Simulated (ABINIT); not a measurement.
Here is an ABINIT 10.8.3 (patched build) calculation.

run.abi

```
# Pseudopotentials
pp_dirpath "./"
pseudos "Li.LDA_PW-JTH.xml"

# Structure
acell 5.7431478281 5.7431478281 5.7431478281
rprim
    -0.5773502692     0.5773502692     0.5773502692
     0.5773502692    -0.5773502692     0.5773502692
     0.5773502692     0.5773502692    -0.5773502692
ntypat 1
znucl 3
natom 1
typat 1
chkprim 0
chksymtnons 0
tolsym 1.0e-6
xred
            0.0            0.0            0.0

# Plane-wave basis
ecut 15.0
pawecutdg 30.0
ecutsm 0.5

# k points
kptopt 1
ngkpt 8 8 8
nshiftk 1
shiftk 0.0 0.0 0.0

# Exchange and correlation
ixc 7

# Bands and occupations
nband 6
occopt 3
tsmear 0.00183747

# SCF cycle
nstep 80
tolvrs 1.0e-10

# Output
iomode 3
prteig 0
prtebands 0
prtwf 0
prtden 0

# Relaxation
ionmov 2
optcell 2
ntime 50
tolmxf 2.0e-5
dilatmx 1.08
```

Potentials or basis: JTH PAW LDA v2.0.

Command:

```sh
$ abinit run.abi > log 2>&1
```

Question: What does it give for the band gap on the k mesh?

Answer: None (metal or under the smearing width).

Question: Estimate the relaxed volume.

Answer: 19.11 Å³/atom.

Final structure:
```cif
data_structure
_symmetry_space_group_name_H-M 'P 1'
_symmetry_Int_Tables_number 1
_cell_length_a 2.9170
_cell_length_b 2.9170
_cell_length_c 2.9170
_cell_angle_alpha 109.471
_cell_angle_beta 109.471
_cell_angle_gamma 109.471
_cell_volume 19.11
loop_
_atom_site_label
_atom_site_type_symbol
_atom_site_fract_x
_atom_site_fract_y
_atom_site_fract_z
_atom_site_occupancy
Li1 Li 0.00000 0.00000 0.00000 1
```

Caveat: the volume moved by -12 % from the deposited cell, more than functionals usually miss.

The cell as given is a measured one (21.61 Å³/atom); LDA puts the equilibrium volume -11.6 % from it, thermal expansion not counted.
